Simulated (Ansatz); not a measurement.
# NbN: converged, but where?

NbN is taken as an experimental structure (space group Fm-3m, primitive cell doubled), 4 atoms in the cell. The computed pressure is over 10 GPa in size, so the cell is far from the computed equilibrium volume (the chosen U may not suit it). Source: COD entry 1537822; the sample's temperature and pressure aren't taken into account, and it need not be the stable phase.

Theory: Ansatz, DFT, PBE+U, PAW, plane waves, scalar-relativistic.

```yaml
crystal:
  lattice:
    - [0.0, 4.379, 4.379]
    - [2.1895, 0.0, 2.1895]
    - [2.1895, 2.1895, 0.0]
  atoms:
    - { symbol: Nb, position: [0.25, 0.5, 0.5] }
    - { symbol: Nb, position: [0.75, 0.5, 0.5], spin: 1.0 }
    - { symbol: "N", position: [0.0, 0.0, 0.0] }
    - { symbol: "N", position: [0.5, 0.0, 0.0] }
magnetization:
  spin_polarized: true
hamiltonian:
  xc: pbe
  pseudopotentials: { kind: paw }
  hubbard: { sites: [{ species: Nb, l: d, u_eff: 2.9 }] }
basis:
  ecutwfc: 420
kpoints:
  mp_grid: { grid: [4, 8, 8] }
scf:
  occupations: { method: gaussian, width: 0.05 }
  lower_state_search: "off"
output:
  forces: true
  stress: true
```

It took 4.2 s on 2 threads of x86-64 server CPU, on a shared host, peak memory 0.45 GiB.

The end of the output:

```
SCF converged after 27 iterations
Magnetization: 0.0000 μB (18.0000 up, 18.0000 down)
Absolute magnetization: 0.3482 μB (∫|ρ↑−ρ↓|, with the PAW one-centre terms)
Spin contamination: 0.0478 ħ² per cell (⟨S²⟩ above its minimum at these occupations)
Per-site moments (μB) at R_I (Å): [(-0.0975, 0.9031), (0.0975, 0.9031), (-1.1127e-7, 0.9031), (-1.1127e-7, 0.9031)]
Free energy (F): -9869.540673 eV
Harris-Foulkes:  -9869.540673 eV  (|F-HF|=5.46e-12)
Internal energy: -9869.539794 eV  (E = F + TS)
E sigma→0 (E₀):  -9869.540233 eV
Entropy (-TS):   -0.000879 eV (-0.220 meV/atom)
Fermi energy:    21.028087 eV
--- Forces (eV/Å), atoms counted from 1 ---
  atom   1  Nb     0.00000000     0.00000000     0.00000000
  atom   2  Nb     0.00000000     0.00000000     0.00000000
  atom   3  N      0.00000064    -0.00000064    -0.00000064
  atom   4  N     -0.00000064     0.00000064     0.00000064
--- Stress (GPa, compression-positive) ---
       11.785304      -0.004875      -0.004875
       -0.004875      11.785304       0.004875
       -0.004875       0.004875      11.785304
  P = ⅓ Tr σ = 11.7853 GPa (117.853 kbar)
```

The mesh is too coarse to rank close states of a metal with certainty: differences of some tens of meV/atom may change, at times in sign.

A small moment in a metal is sensitive to the mesh and the smearing. A static U favours moments and orbital order; the result depends on U and need not be the measured state.

Site moments are taken inside atomic spheres and don't add up to the total.

Eigenvalues of the Hubbard occupation matrices: Nb1 up 0.31 0.31 0.41 0.42 0.42, down 0.31 0.31 0.47 0.47 0.47; Nb2 up 0.31 0.31 0.47 0.47 0.47, down 0.31 0.31 0.41 0.42 0.42.

The run converged. Is this the lowest state of the cell, and if not, what lies lower and how is it reached?

No lower state turned up: it is the lowest of 2 states reached by 15 converged runs, and the next lies 0.2 meV/atom higher (non-magnetic, no gap on the k-mesh). That doesn't prove a ground state. States within about 5 meV/atom are too close for this mesh, smearing and search to settle their order. This multiple of the primitive cell fits some opposed orders; other multiples fit others. Only collinear orders within this cell were tried; the true ground state may need a larger cell.
